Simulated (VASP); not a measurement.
GaN:

```
Ga N
1.0
     0.00000    2.13524    2.13524
     2.13524    0.00000    2.13524
     2.13524    2.13524    0.00000
Ga N
1 1
Direct
  0.00000 0.00000 0.00000
  0.50000 0.50000 0.50000
```

Measurements of this composition are mostly on another form, of space group No. 186.

```yaml
Program: VASP 6.6.1
Task: relaxation of cell and atoms
Functional: BLYP
Potentials_or_basis: VASP PAW PBE potentials, release 64 (Ga_d, N)
Cutoff: 600 eV
k_mesh: 11 × 11 × 11
Occupations: fermi-dirac, width 0.05 eV
Spin: no spin polarisation
```

At the start: pressure 8.6 GPa; volume 9.74 Å³/atom.

Where does the relaxation end?

Over 3 steps the energy falls by 11.1 meV/atom and the volume is 10.17 Å³/atom (+4.4 %); space group Fm-3m (No. 225, to 0.05 Å).

Step by step:
```tsv
step	energy change (eV)	largest force (eV/Å)	pressure (GPa)	volume (Å³)
1	0.0000	0.0000	8.63	19.47
2	-0.0113	0.0000	-5.18	20.99
3	-0.0221	0.0000	-0.06	20.33
```

Final structure:
```xyz
2
Lattice="0.0000 2.1664 2.1664 2.1664 0.0000 2.1664 2.1664 2.1664 0.0000" Properties=species:S:1:pos:R:3 pbc="T T T"
Ga    0.0000    0.0000    0.0000
N     2.1664    2.1664    2.1664
```

Caveat: the PAW data sets were made with another functional, which shifts forces and pressure a little.
